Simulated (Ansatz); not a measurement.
WC:

```xyz
2
Lattice="1.6403 -2.1180 0.0000 1.6403 2.1180 0.0000 0.0000 0.0000 4.3094" Properties=species:S:1:pos:R:3 pbc="T T T"
W     1.6403    0.0000    2.1547
C     0.0000    0.0000    0.0000
```

The cell was built by a generator and needn't be a form met in nature.

| Item | Value |
| --- | --- |
| Program | Ansatz 0.2.0 |
| Task | relaxation of cell and atoms |
| Functional | PBE |
| Dispersion | D3(BJ) |
| Potentials or basis | Ansatz PAW |
| Cutoff | 420 eV (not typed: the program's choice for these potentials) |
| k mesh | 10 × 10 × 6 |
| Occupations | fermi-dirac, width 0.05 eV |
| Spin | no spin polarisation |

At the start: volume 14.97 Å³/atom.

Q: Where does the relaxation end?

A: It ends after 18 steps and the volume is 11.39 Å³/atom (-24.0 %); space group Cmmm (No. 65, to 0.05 Å).

Step by step:
| step | energy change (eV) | largest force (eV/Å) | volume (Å³) |
| --- | --- | --- | --- |
| 1 | 0.0000 | 0.0000 | 29.94 |
| 2 | -0.7860 | 0.0000 | 27.51 |
| 3 | -1.5134 | 0.0000 | 25.62 |
| 4 | -2.2725 | 0.0000 | 24.15 |
| 5 | -2.9605 | 0.0000 | 22.80 |
| 6 | -3.5056 | 0.0000 | 22.53 |
| 7 | -3.8899 | 0.0000 | 21.35 |
| 8 | -4.0082 | 0.0000 | 21.99 |
| 9 | -4.0531 | 0.0000 | 22.51 |
| 10 | -4.0535 | 0.0000 | 22.65 |
| 11 | -4.0541 | 0.0000 | 22.61 |
| 12 | -4.0541 | 0.0000 | 22.61 |
| 13 | -4.0541 | 0.0000 | 22.61 |
| 14 | -4.0672 | 0.0000 | 22.61 |
| 15 | -4.0683 | 0.0000 | 22.74 |
| 16 | -4.0683 | 0.0000 | 22.77 |
| 17 | -4.0683 | 0.0000 | 22.77 |
| 18 | -4.0686 | 0.0000 | 22.77 |

Final structure:
```yaml
crystal:
  lattice:
    - [1.47254, -2.57126, 0.00000]
    - [1.47254, 2.57126, 0.00000]
    - [0.00000, 0.00000, 3.00703]
  atoms:
    - { symbol: W, position: [0.50000, 0.50000, 0.50000] }
    - { symbol: C, position: [0.00000, 0.00000, 0.00000] }
```

Caveat: the volume moved by over 15 % at a fixed basis, so the end points are rough; the plane-wave basis is chosen anew once the cell has moved, so the energies of steps on either side of that aren't comparable; pairwise dispersion overbinds metals, which lowers pressure and volume.
